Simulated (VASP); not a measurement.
# InSb3 (Pm-3m) in VASP: reference runs

Aim: a first look at InSb3 with PBEsol, on the cell as given and on a disturbed one.

Program: VASP 6.6.1. These are calculated values, not measurements. Logs are shortened: lines on timing, memory, paths and dates and some standing lists are left out, and cuts for length are marked.

### Step 1. Starting point

Symmetry: Pm-3m, No. 221, cubic system. The conventional cell has a = 4.806 Å, b = 4.806 Å, c = 4.806 Å, α = 90.00°, β = 90.00°, γ = 90.00°. Sb (site symmetry 4/mmm) has 8 Sb at 3.40 Å and 4 In at 3.40 Å as nearest neighbours. Around In (site symmetry m-3m) lie 12 Sb at 3.40 Å.

The cell comes from a database or a generator and needn't be the stable form of this composition.

### Step 2. Single point, PBEsol

INCAR reads:

```
PREC = Accurate
ENCUT = 520
EDIFF = 1E-7
ISMEAR = -1
SIGMA = 0.05
LREAL = False
LASPH = True
NELM = 80
ALGO = Normal
ISIF = 2
LWAVE = False
LCHARG = True
GGA = PS
LELF = True
LVHAR = True
NBANDS = 22
```

KPOINTS reads:

```
Automatic mesh
0
Gamma
  6 6 6
```

POSCAR reads:

```
InSb3
1.0
    4.8063670000      0.0000000000      0.0000000000
    0.0000000000      4.8063670000      0.0000000000
    0.0000000000      0.0000000000      4.8063670000
Sb In
3 1
Direct
    0.5000000000      0.5000000000      0.0000000000
    0.0000000000      0.5000000000      0.5000000000
    0.5000000000      0.0000000000      0.5000000000
    0.0000000000      0.0000000000      0.0000000000
```

Potentials or basis: VASP PAW PBE potentials, release 64 (Sb, In_d).

On the command line:

```
$ cat potpaw_PBE.64/Sb/POTCAR potpaw_PBE.64/In_d/POTCAR > POTCAR
$ mpirun -np 1 vasp_std > vasp.out
```

OUTCAR:

```text
PREC = Accurate
   ENCUT = 520
   EDIFF = 1E-7
   ISMEAR = -1
   LREAL = False
   LASPH = True
   NELM = 80
   ISIF = 2
   GGA = PS

 ion  position               nearest neighbor table
   1  0.500  0.500  0.000-   2 3.40   3 3.40   4 3.40   2 3.40   3 3.40   3 3.40   4 3.40   3 3.40
                             2 3.40   4 3.40   2 3.40   4 3.40
   2  0.000  0.500  0.500-   1 3.40   3 3.40   4 3.40   1 3.40   4 3.40   3 3.40   4 3.40   4 3.40
                             1 3.40   3 3.40   1 3.40   3 3.40
   3  0.500  0.000  0.500-   1 3.40   2 3.40   4 3.40   1 3.40   4 3.40   1 3.40   2 3.40   1 3.40
                             2 3.40   4 3.40   4 3.40   2 3.40
   4  0.000  0.000  0.000-   1 3.40   2 3.40   3 3.40   2 3.40   3 3.40   1 3.40   2 3.40   2 3.40
                             1 3.40   3 3.40   3 3.40   1 3.40

  LATTYP: Found a simple cubic cell.
 ALAT       =     4.8063670000

  Lattice vectors:

 A1 = (   4.8063670000,   0.0000000000,   0.0000000000)
 A2 = (   0.0000000000,   4.8063670000,   0.0000000000)
 A3 = (   0.0000000000,   0.0000000000,   4.8063670000)

Analysis of symmetry for initial positions (statically):
=====================================================================
 Subroutine PRICEL returns:
 Original cell was already a primitive cell.

 Routine SETGRP: Setting up the symmetry group for a
 simple cubic supercell.

 Subroutine GETGRP returns: Found 48 space group operations
 (whereof 48 operations were pure point group operations)
 out of a pool of 48 trial point group operations.

The static configuration has the point symmetry O_h .

Analysis of symmetry for dynamics (positions and initial velocities):
=====================================================================
 Subroutine PRICEL returns:
 Original cell was already a primitive cell.

 Routine SETGRP: Setting up the symmetry group for a
 simple cubic supercell.

 Subroutine GETGRP returns: Found 48 space group operations
 (whereof 48 operations were pure point group operations)
 out of a pool of 48 trial point group operations.

The dynamic configuration has the point symmetry O_h .

 Subroutine INISYM returns: Found 48 space group operations
 (whereof 48 operations are pure point group operations),
 and found     1 'primitive' translations

----------------------------------------------------------------------------------------

                                     Primitive cell

  volume of cell :     111.0327

  direct lattice vectors                    reciprocal lattice vectors
     4.806367000  0.000000000  0.000000000     0.208057354  0.000000000  0.000000000
     0.000000000  4.806367000  0.000000000     0.000000000  0.208057354  0.000000000
     0.000000000  0.000000000  4.806367000     0.000000000  0.000000000  0.208057354

  length of vectors
     4.806367000  4.806367000  4.806367000     0.208057354  0.208057354  0.208057354

  position of ions in fractional coordinates (direct lattice)
     0.500000000  0.500000000  0.000000000
     0.000000000  0.500000000  0.500000000
     0.500000000  0.000000000  0.500000000
     0.000000000  0.000000000  0.000000000

  ion indices of the primitive-cell ions
   primitive index   ion index
                 1           1
                 2           2
                 3           3
                 4           4

----------------------------------------------------------------------------------------

 KPOINTS: Automatic mesh

Automatic generation of k-mesh.
 Grid dimensions read from file:
 generate k-points for:    6    6    6

 Generating k-lattice:

  Cartesian coordinates                     Fractional coordinates (reciprocal lattice)
     0.034676226  0.000000000  0.000000000     0.166666667  0.000000000  0.000000000
     0.000000000  0.034676226  0.000000000     0.000000000  0.166666667  0.000000000
     0.000000000  0.000000000  0.034676226     0.000000000  0.000000000  0.166666667

  Length of vectors
     0.034676226  0.034676226  0.034676226

  Shift w.r.t. Gamma in fractional coordinates (k-lattice)
     0.000000000  0.000000000  0.000000000

 Subroutine IBZKPT returns following result:
 ===========================================

 Found     20 irreducible k-points:

 Following reciprocal coordinates:
            Coordinates               Weight
  0.000000  0.000000  0.000000      1.000000
  0.166667  0.000000  0.000000      6.000000
  0.333333  0.000000  0.000000      6.000000
  0.500000  0.000000  0.000000      3.000000
  0.166667  0.166667  0.000000     12.000000
  0.333333  0.166667  0.000000     24.000000
[... 12 lines left out ...]
  0.500000  0.500000  0.333333      6.000000
  0.500000  0.500000  0.500000      1.000000
   k-points           NKPTS =     20   k-points in BZ     NKDIM =     20   number of bands    NBANDS=     22
   number of dos      NEDOS =    301   number of ions     NIONS =      4
   total plane-waves  NPLWV =  46656
   dimension x,y,z NGX =    36 NGY =   36 NGZ =   36
   dimension x,y,z NGXF=    72 NGYF=   72 NGZF=   72
   ions per type =               3   1
   NGX,Y,Z   is equivalent  to a cutoff of  12.45, 12.45, 12.45 a.u.
   NGXF,Y,Z  is equivalent  to a cutoff of  24.90, 24.90, 24.90 a.u.
 SYSTEM =  unknown system
   PREC   = accura    normal or accurate (medium, high low for compatibility)
   ISTART =      0    job   : 0-new  1-cont  2-samecut
   ICHARG =      2    charge: 1-file 2-atom 10-const
   ISPIN  =      1    spin polarized calculation?
   LNONCOLLINEAR =      F non collinear calculations
   LSORBIT =      F    spin-orbit coupling
   LASPH  =      T    aspherical Exc in radial PAW
   ENCUT  =  520.0 eV  38.22 Ry    6.18 a.u.   8.94  8.94  8.94*2*pi/ulx,y,z
   NELM   =     80;   NELMIN=  2; NELMDL= -5     # of ELM steps
   EDIFF  = 0.1E-06   stopping-criterion for ELM
   LREAL  =      F    real-space projection
   EDIFFG = 0.1E-05   stopping-criterion for IOM
   NSW    =      0    number of steps for IOM
   IBRION =     -1    ionic relax: 0-MD 1-quasi-New 2-CG
   NFREE  =      0    steps in history (QN), initial steepest desc. (CG)
   ISIF   =      2    stress and relaxation
   ISYM   =      2    0-nonsym 1-usesym 2-fastsym
   POTIM  = 0.5000    time-step for ionic-motion
   TEBEG  =    0.0;   TEEND  =   0.0 temperature during run
   PSTRESS=    0.0 pullay stress
   NELECT =      28.0000    total number of electrons
   NUPDOWN=      -1.0000    fix difference up-down
   EMIN   =  10.00;   EMAX   =-10.00  energy-range for DOS
   EFERMI =   0.00;   METHOD = LEGACY
   ISMEAR =    -1;   SIGMA  =   0.05  broadening in eV -4-tet -1-fermi 0-gaus
   EFERMI_NEDOS =   21; number of points for ismear=-14 and -15
   IALGO  =     38    algorithm
   IMIX   =      4    mixing-type and parameters
     AMIX     =   0.40;   BMIX     =  1.00
     AMIX_MAG =   1.60;   BMIX_MAG =  1.00
  volume/ion in A,a.u.               =      27.76       187.32
  Fermi-wavevector in a.u.,A,eV,Ry     =   1.034294  1.954532 14.555018  1.069764
  Thomas-Fermi vector in A             =   2.168582
   LORBIT       =      0    0 simple, 1 ext, 2 COOP (PROOUT), +10 PAW based schemes
   GGA     = PS    functional components
   LHFCALC =     F    Hartree Fock is set to
   AEXX    =    0.0000 exact exchange contribution
   IVDW    =     0    specifies the selected vdW correction
   LEPSILON=     F    determine dielectric tensor
   LRPA    =     F    only Hartree local field effects (RPA)
 non-spin polarized calculation
  energy-cutoff  :      520.00
  volume of cell :      111.03
 maximum number of plane-waves:      3028
 NGX is ok and might be reduce to    36
   NGX = 17   NGY = 17   NGZ = 17

 number of electron      28.0000010 magnetization

 Free energy of the ion-electron system (eV)
  ---------------------------------------------------
  ext. energy  EPLUGINS =         0.00000000
  ---------------------------------------------------
  free energy    TOTEN  =       -16.01920919 eV

  energy without entropy =      -15.99776338  energy(sigma->0) =      -16.00848629

 E-fermi :   7.6908     XC(G=0): -10.1787

 val. band max:        7.6831388228   @ k =   0.5000   0.3333   0.0000
 cond. band min:       7.7528090538   @ k =   0.1667   0.1667   0.1667
 fundamental gap:      0.0696702310
 Fermi energy:         7.6907648561

 k-point     1 :       0.0000    0.0000    0.0000
  band No.  band energies     occupation
      1      -6.7533      2.00000
      2      -6.7533      2.00000
      3      -6.7366      2.00000
      4      -6.7366      2.00000
      5      -6.7366      2.00000
      6      -4.4951      2.00000
[... 14 lines left out ...]
     21      12.6041      0.00000
     22      12.8641      0.00000

 k-point     2 :       0.1667    0.0000    0.0000
  band No.  band energies     occupation
      1      -6.7518      2.00000
      2      -6.7492      2.00000
      3      -6.7395      2.00000
      4      -6.7395      2.00000
      5      -6.7365      2.00000
      6      -4.3266      2.00000
[... 14 lines left out ...]
     21      13.3406      0.00000
     22      13.3546      0.00000

 k-point     3 :       0.3333    0.0000    0.0000
  band No.  band energies     occupation
      1      -6.7489      2.00000
      2      -6.7452      2.00000
      3      -6.7452      2.00000
      4      -6.7413      2.00000
      5      -6.7363      2.00000
      6      -3.8394      2.00000
[... 14 lines left out ...]
     21      12.3511      0.00000
     22      13.3782      0.00000
[... 376 lines left out ...]
 k-point    19 :       0.5000    0.5000    0.3333
  band No.  band energies     occupation
      1      -6.7711      2.00000
      2      -6.7643      2.00000
      3      -6.7643      2.00000
      4      -6.7248      2.00000
      5      -6.7205      2.00000
      6      -1.4822      2.00000
[... 14 lines left out ...]
     21      13.5475      0.00000
     22      15.8361      0.00000

 k-point    20 :       0.5000    0.5000    0.5000
  band No.  band energies     occupation
      1      -6.7700      2.00000
      2      -6.7700      2.00000
      3      -6.7700      2.00000
      4      -6.7200      2.00000
      5      -6.7200      2.00000
      6      -1.3086      2.00000
[... 14 lines left out ...]
     21      14.0423      0.00000
     22      16.0201      0.00000

------------------------ aborting loop because EDIFF is reached ----------------------------------------

  FORCE on cell =-STRESS in cart. coord.  units (eV):
  Direction    XX          YY          ZZ          XY          YZ          ZX
  --------------------------------------------------------------------------------------
  -------------------------------------------------------------------------------------
  Total       -1.8748214     -1.8748214     -1.8748214      0.0000000     -0.0000000     -0.0000000
  in kB      -27.0532649    -27.0532649    -27.0532649      0.0000000     -0.0000000     -0.0000000
  external PRESSURE =     -27.0532649 kB  Pullay stress =       0.0000000 kB

 VOLUME and BASIS-vectors are now :
 -----------------------------------------------------------------------------
  energy-cutoff  :      520.00
  volume of cell :      111.03
      direct lattice vectors                 reciprocal lattice vectors
     4.806367000  0.000000000  0.000000000     0.208057354  0.000000000  0.000000000
     0.000000000  4.806367000  0.000000000     0.000000000  0.208057354  0.000000000
     0.000000000  0.000000000  4.806367000     0.000000000  0.000000000  0.208057354

 POSITION                                       TOTAL-FORCE (eV/Angst)
 -----------------------------------------------------------------------------------
      2.40318      2.40318      0.00000         0.000000      0.000000      0.000000
      0.00000      2.40318      2.40318         0.000000      0.000000      0.000000
      2.40318      0.00000      2.40318         0.000000      0.000000      0.000000
      0.00000      0.00000      0.00000         0.000000      0.000000      0.000000
 -----------------------------------------------------------------------------------
    total drift:                               -0.000000     -0.000000     -0.000000

  FREE ENERGIE OF THE ION-ELECTRON SYSTEM (eV)
  ---------------------------------------------------
  free  energy   TOTEN  =       -16.0192091948 eV

  energy  without entropy=      -15.9977633832  energy(sigma->0) =      -16.00848629
```

Run time: 26 s. Hardware: 1 thread of AMD EPYC 9R14 (Zen 4), shared host; peak memory 0.19 GiB.

Results:

```
Free energy            : -16.0192 eV
Pressure               : -2.7 GPa
Band gap on the k mesh : none (metal or under the smearing width)
```

Caveat: the PAW data sets were made with another functional, which shifts forces and pressure a little. Spin-orbit coupling is left out, which matters for the levels of Sb.

### Step 3. Single point, PBEsol (atoms moved at random, drawn with an rms of 0.05 Å)

INCAR is that of step 2.

KPOINTS is that of step 2.

POSCAR reads:

```
InSb3
1.0
    4.8063670000      0.0000000000      0.0000000000
    0.0000000000      4.8063670000      0.0000000000
    0.0000000000      0.0000000000      4.8063670000
Sb In
3 1
Direct
    0.5105020000      0.4886910000     -0.0062530000
    0.0002960000      0.5084560000      0.5041920000
    0.5009570000     -0.0012920000      0.5004910000
   -0.0042560000     -0.0027610000      0.0041050000
```

Potentials or basis: VASP PAW PBE potentials, release 64 (Sb, In_d).

On the command line:

```
$ cat potpaw_PBE.64/Sb/POTCAR potpaw_PBE.64/In_d/POTCAR > POTCAR
$ mpirun -np 1 vasp_std > vasp.out
```

Run time: 2 min. Hardware: 1 thread of AMD EPYC 9R14 (Zen 4), shared host; peak memory 0.36 GiB.

It converged, with:

| Item | Value |
| --- | --- |
| Free energy | -16.0192 eV |
| Pressure | -2.6 GPa |
| Largest force | 0.079 eV/Å |
| Band gap on the k mesh | none (metal or under the smearing width) |

Forces in eV/Å, atoms in the order of the input:
```
Sb  -0.038 -0.030 -0.019
Sb   0.024  0.019  0.006
Sb  -0.063  0.004 -0.005
In   0.077  0.007  0.018
```

Levels at points of the mesh, in eV from the Fermi level:
```csv
k point,band 11,band 12,band 13,band 14,band 15,band 16,band 17,band 18
"(0.00, 0.00, 0.00)",-4.29,-3.62,0.41,0.43,0.43,1.69,1.71,1.71
"(0.50, 0.00, 0.00)",-2.92,-2.14,-2.11,-1.10,-0.85,1.97,2.10,2.16
"(0.00, 0.50, 0.00)",-2.90,-2.14,-2.13,-1.13,-0.87,1.98,2.11,2.17
"(0.00, 0.00, 0.50)",-2.92,-2.14,-2.11,-1.11,-0.85,1.97,2.10,2.16
"(0.50, 0.50, 0.00)",-1.67,-1.66,-1.42,-1.13,-1.03,-0.48,1.01,3.25
"(0.00, 0.50, 0.50)",-1.68,-1.66,-1.42,-1.12,-1.03,-0.49,1.01,3.26
"(0.50, 0.00, 0.50)",-1.68,-1.68,-1.39,-1.10,-1.09,-0.48,1.00,3.27
"(0.50, 0.50, 0.50)",-5.00,-4.99,-4.77,3.49,3.49,3.55,3.55,3.56
```

Caveat: the PAW data sets were made with another functional, which shifts forces and pressure a little.
